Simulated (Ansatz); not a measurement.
# Mn: the cost of one run

Computed with Ansatz 0.2.0 (DFT PBE, scalar-relativistic, plane waves, PAW, unless a step's input says otherwise).

6 further runs of the same task are left out: 2 that didn't finish, 4 set aside as unsound or not needed.

## 1. The system as given

It takes space group P6_3/mmc (No. 194, hexagonal). Conventional cell: a = 4.058 Å, b = 4.058 Å, c = 6.693 Å, α = 90.00°, β = 90.00°, γ = 120.00°. Ge (site symmetry 3m) has 4 Ge at 2.49 to 2.51 Å as nearest neighbours.

Coordinates:

```xyz
4
Lattice="4.0582 0.0000 0.0000 -2.0291 3.5145 0.0000 0.0000 0.0000 6.6925" Properties=species:S:1:pos:R:3 pbc="T T T"
Ge    2.0291    1.1715    0.4202
Ge    0.0000    2.3430    3.7665
Ge    2.0291    1.1715    2.9260
Ge    0.0000    2.3430    6.2723
```

It goes back to an entry of the Materials Project, which need not be the stable form.

It is the result of an earlier relaxation at this level (volume 23.86 Å³/atom; gap on the mesh: none (metal)).

## 2. Swap Ge → Mn

The start of Mn: fractional positions of relaxed Ge, cell scaled by 1.104, a guess from tabulated radii. Atoms that may carry a moment start with parallel spins.

## 3. A first look at the start (Mn)

File input.yaml:

```yaml
crystal:
  lattice:
    - [4.4782619152, 0.0, 0.0]
    - [-2.2391309576, 3.8782885833, 0.0]
    - [0.0, 0.0, 7.3853466725]
  atoms:
    - { symbol: Mn, position: [0.6666666667, 0.3333333333, 0.0627911808], spin: 4.0 }
    - { symbol: Mn, position: [0.3333333333, 0.6666666667, 0.5627911808], spin: 4.0 }
    - { symbol: Mn, position: [0.6666666667, 0.3333333333, 0.4372088192], spin: 4.0 }
    - { symbol: Mn, position: [0.3333333333, 0.6666666667, 0.9372088192], spin: 4.0 }
basis:
  ecutwfc: 420
kpoints:
  mp_grid: { grid: [6, 6, 4] }
hamiltonian:
  xc: pbe
scf:
  occupations: { method: gaussian, width: 0.1 }
  lower_state_search: "off"
output:
  forces: true
  stress: true
  eigenvalues: true
  populations: true
magnetization:
  spin_polarized: true
```

The run is started by

```console
ansatz run input.yaml --threads 1 --pin off --max-ram 2560MiB --backend cpu --events-out ev --progress --plain --runs-dir out
```

**Question.** How long does this run take on 1 thread of Arm Neoverse V2, shared host, and how much memory does it need?

About 17 s, with a peak of 0.45 GiB.
